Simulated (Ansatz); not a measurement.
# WS2: energy and pressure over a range of volumes

The task here is to estimate one member of a computed series from the others.

Program: Ansatz 0.2.0. Level of theory: DFT PBE, scalar-relativistic. These are calculated values, not measurements.

## The structure to begin with

It takes space group R3m (No. 160, trigonal). Conventional cell: a = 3.158 Å, b = 3.158 Å, c = 18.490 Å, α = 90.00°, β = 90.00°, γ = 120.00°. W (site symmetry 3m) is surrounded by 6 S at 2.39 to 2.42 Å. S (site symmetry 3m) is surrounded by 3 W at 2.39 Å. S (site symmetry 3m) has 3 W at 2.42 Å as nearest neighbours.

As a file:

```cif
data_structure
_symmetry_space_group_name_H-M 'R3m:H'
_symmetry_Int_Tables_number 160
_cell_length_a 3.1580
_cell_length_b 3.1580
_cell_length_c 18.4900
_cell_angle_alpha 90.000
_cell_angle_beta 90.000
_cell_angle_gamma 120.000
_cell_volume 159.70
loop_
_atom_site_label
_atom_site_type_symbol
_atom_site_symmetry_multiplicity
_atom_site_Wyckoff_symbol
_atom_site_fract_x
_atom_site_fract_y
_atom_site_fract_z
_atom_site_occupancy
W1 W 3 a 0.00000 0.00000 0.00000 1
S1 S 3 a 0.66667 0.33333 0.08363 1
S2 S 3 a 0.33333 0.66667 0.24767 1
```

The file gives the conventional cell by its symmetry; the runs use the cell typed in the input.

Atoms are numbered in the order of the input: W1, S2, S3.

Set-up of the first run:

Contents of input.yaml:

```yaml
crystal:
  lattice:
    - [1.5576599252, 0.8993153771, 6.0800315456]
    - [-1.5576599252, 0.8993153771, 6.0800315456]
    - [0.0, -1.7986307542, 6.0800315456]
  atoms:
    - { symbol: W, position: [0.0, 0.0, 0.0] }
    - { symbol: S, position: [0.7503, 0.7503, 0.7503] }
    - { symbol: S, position: [0.581, 0.581, 0.581] }
kpoints:
  mp_grid: { grid: [13, 13, 13] }
  band_path:
    path:
      - [0.0, 0.0, 0.0]
      - [0.5, 0.5, 0.5]
      - [0.8187478403, 0.1812521597, 0.5]
      - [0.5, -0.1812521597, 0.1812521597]
      - [0.5, 0.0, 0.0]
      - [0.0, 0.0, 0.0]
      - [0.3406260799, -0.3406260799, 0.0]
      - [0.6593739201, 0.0, 0.3406260799]
      - [0.5, 0.0, 0.5]
    npoints: 5
scf:
  occupations: { method: fermi_dirac, width: 0.08 }
hamiltonian:
  xc: pbe
  pseudopotentials: { kind: all_electron, lapw: { basis_error: 0.0005 } }
output:
  forces: true
  stress: true
  eigenvalues: true
```

Launch:

```sh
> ansatz run input.yaml --threads 1 --pin off --max-ram 4096MiB --backend cpu --events-out ev --progress --plain --runs-dir out
```

Steps of the session up to this table: Volume × 0.96, LAPW; Volume × 0.96, PAW; Volume × 0.96, crystal datasets; Volume × 0.99, LAPW; Volume × 0.99, PAW; Volume × 0.99, crystal datasets; Volume × 1.02, LAPW; Volume × 1.02, PAW; Volume × 1.02, crystal datasets; Volume × 1.06, LAPW; Volume × 1.06, PAW; Volume × 1.06, crystal datasets.

One table of the session follows, with a row left open; its other results are not shown here.

```
          method  volume (Å³/atom)  gap on the k mesh (eV)  largest force (eV/Å)
            LAPW            17.034                    1.04                 1.314
            LAPW            17.566                    1.06                 0.701
            LAPW            18.099                    1.08                 0.583
            LAPW            18.809                    1.10                 1.015
             PAW            17.034                    1.03                 1.313
             PAW            17.566                       ?                     ?
             PAW            18.099                    1.07                 0.583
             PAW            18.809                    1.09                 1.021
crystal datasets            17.034                    1.04                 1.314
crystal datasets            17.566                    1.06                 0.702
crystal datasets            18.099                    1.08                 0.583
crystal datasets            18.809                    1.10                 1.015
```

**Question.** Estimate the row for PAW, 17.566.

The run gave: gap on the k mesh (eV): 1.05; largest force (eV/Å): 0.698. In the column «gap on the k mesh (eV)» it lies between crystal datasets, 17.034 (1.04) and LAPW, 17.566 (1.06).

Limits of these values: Shape and positions are held, so a fully relaxed modulus can be lower. Spin-orbit coupling is left out, though the cell holds W; in elements this heavy it can shift bands and gaps by tenths of an eV. Warnings in the runs' records: gradients without spin orbit, crystal datasets made.
